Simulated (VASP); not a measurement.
Set up this calculation in VASP 6.6.1, as the native input.

```yaml
Task: relaxation of cell and atoms
Functional: PBEsol
Potentials_or_basis: VASP PAW PBE potentials, release 64 (Hf_pv)
Cutoff: 520 eV
k_mesh: 6 × 6 × 6
Occupations: gaussian, width 0.1 eV
Spin: no spin polarisation
Target_pressure: 75 GPa
Further_INCAR_settings: ALGO = Normal; EDIFF = 1e-07; IBRION = 2; EDIFFG = -0.002; NSW = 80; ISIF = 3
Target_pressure: 75 GPa
```

The structure of Hf lies in POSCAR:

```
Hf                                      
1.0
   -1.5841503491      1.5841503491      1.5841503491
    1.5841503491     -1.5841503491      1.5841503491
    1.5841503491      1.5841503491     -1.5841503491
  Hf            
     1
Direct
     0.0000000000000000    0.0000000000000000    0.0000000000000000
```

This isn't the form of Hf at room conditions, which is hcp.

One way to write it, as run:

INCAR

```
SYSTEM = Hf
ALGO = Normal
EDIFF = 1E-7
EDIFFG = -0.002
ENCUT = 520
GGA = PS
IBRION = 2
ISIF = 3
ISMEAR = 0
LASPH = .True.
LCHARG = .False.
LREAL = .False.
LWAVE = .False.
NELM = 60
NSW = 80
PREC = Accurate
PSTRESS = 750.0
SIGMA = 0.1
```

KPOINTS

```
k-points
0
Gamma
  6 6 6
  0 0 0
```

Potentials or basis: VASP PAW PBE potentials, release 64 (Hf_pv).

Launch:

```bash
$ cat potpaw_PBE.64/Hf_pv/POTCAR > POTCAR
$ mpirun -np 1 vasp_std > vasp.out
```

Results of the run:

The relaxed volume is 14.74 Å³/atom and the relaxed cell is a = 2.675 Å, b = 2.675 Å, c = 2.675 Å, α = 109.47°, β = 109.47°, γ = 109.47°. The space group after relaxing (to 0.05 Å) is Im-3m (No. 229) and the energy change on relaxing (the enthalpy is what falls) is +447.3 meV/atom. The ionic steps are 5. The pressure after relaxing is 75.0 GPa. The band gap on the k mesh is none (metal or under the smearing width).

Caveat: the k mesh is coarse (spacing up to 0.47 Å⁻¹), so the values aren't converged; the cell is relaxed towards a set pressure, so the enthalpy falls and the energy may rise; the PAW data sets were made with another functional, which shifts forces and pressure a little.

Wall time 13 s on 1 thread of AMD EPYC 7R13 Processor (Zen 3), on a shared host, peak memory 0.1 GiB.
